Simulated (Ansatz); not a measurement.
# MoSe2: the cost of one run

Method: DFT PBE, scalar-relativistic, plane waves, PAW, in Ansatz 0.2.0.

The COD entry's cell or inner coordinates are ideal or old and differ from later refinements, so a difference from it is no clean test against experiment.

The runs add the D3(BJ) dispersion term to the functional named.

### 1 The system as given

It takes space group P6_3/mmc (No. 194, hexagonal). The conventional cell has a = 3.277 Å, b = 3.277 Å, c = 12.734 Å, α = 90.00°, β = 90.00°, γ = 120.00°. Around Mo (site symmetry -6m2) lie 6 Se at 2.53 Å. Se (site symmetry 3m) is surrounded by 3 Mo at 2.53 Å.

Coordinates:

```cif
data_structure
_symmetry_space_group_name_H-M 'P6_3/mmc'
_symmetry_Int_Tables_number 194
_cell_length_a 3.2769
_cell_length_b 3.2769
_cell_length_c 12.7341
_cell_angle_alpha 90.000
_cell_angle_beta 90.000
_cell_angle_gamma 120.000
_cell_volume 118.42
loop_
_atom_site_label
_atom_site_type_symbol
_atom_site_symmetry_multiplicity
_atom_site_Wyckoff_symbol
_atom_site_fract_x
_atom_site_fract_y
_atom_site_fract_z
_atom_site_occupancy
Mo1 Mo 2 c 0.33333 0.66667 0.25000 1
Se1 Se 4 f 0.33333 0.66667 0.61854 1
```

This cell comes from an earlier session at PBE: 19.737 Å³/atom at 0.01 GPa, on a 10×10×4 mesh.

### 2 Field gradients and densities at the nuclei

Input file input.yaml:

```yaml
crystal:
  lattice:
    - [3.2769031934, 0.0, 0.0]
    - [-1.6384515967, 2.8378814112, 0.0]
    - [0.0, 0.0, 12.73411334]
  atoms:
    - { symbol: Mo, position: [0.3333333333, 0.6666666667, 0.25] }
    - { symbol: Mo, position: [0.6666666667, 0.3333333333, 0.75] }
    - { symbol: Se, position: [0.3333333333, 0.6666666667, 0.6185407763] }
    - { symbol: Se, position: [0.6666666667, 0.3333333333, 0.1185407763] }
    - { symbol: Se, position: [0.3333333333, 0.6666666667, 0.8814592237] }
    - { symbol: Se, position: [0.6666666667, 0.3333333333, 0.3814592237] }
basis:
  ecutwfc: 420
  ecutrho_ratio: 4
kpoints:
  mp_grid: { grid: [10, 10, 4] }
hamiltonian:
  xc: pbe
  dispersion: d3bj
scf:
  occupations: { method: gaussian, width: 0.05 }
output:
  forces: true
  stress: true
  eigenvalues: true
  efg: { contact_densities: true, quadrupole_moments_barn: { Mo: -0.022 } }
```

Run with:

```sh
> ansatz run input.yaml --threads 4 --pin off --max-ram 10240MiB --backend cpu --events-out ev --progress --plain --runs-dir out
```

What time and memory should one allow on 4 threads of Arm Neoverse V2, shared host?

About 3.8 s, with a peak of 0.59 GiB.
